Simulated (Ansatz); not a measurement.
## TiCo under strain

Level of theory: Ansatz 0.2.0, DFT PBE, scalar-relativistic, plane waves, PAW. Settings: 420 eV cutoff, 18×18×18 k-mesh, Gaussian smearing of 0.10 eV, collinear spin.

The relaxed crystal:

```xyz
2
Lattice="2.9856 0.0000 0.0000 0.0000 2.9856 0.0000 0.0000 0.0000 2.9856" Properties=species:S:1:pos:R:3 pbc="T T T"
Ti    0.0000    0.0000    0.0000
Co    1.4928    1.4928    1.4928
```

Deformation: uniaxial strain along a, with the lengths of b and c and the atoms relaxed and the angles held, all within the symmetry that the strain leaves. Energies are extrapolated to zero smearing.

```tsv
strain (%)	ΔE (meV/atom)	a (Å)	b (Å)	c (Å)	moment (μB/cell)
-3.0	7.6	2.896	3.014	3.014	0.85
-2.0	3.3	2.926	3.004	3.004	0.86
-1.0	0.8	2.956	2.994	2.994	0.87
+0.0	0.0	2.986	2.986	2.986	0.87
+1.0	0.8	3.015	2.976	2.976	0.87
+2.0	2.9	3.045	2.966	2.966	0.88
+3.0	6.4	3.075	2.957	2.957	0.87
```

Problem. What stiffness (1/V) d²E/dε² at zero strain does a cubic fit over all points give?

Solution. A cubic fit gives (1/V) d²E/dε² = 187 GPa at zero strain (Young's modulus along this axis, angles held).

Problem. How does the free axis b answer a small strain?

Solution. Between the innermost points its strain is -0.31 times the applied one.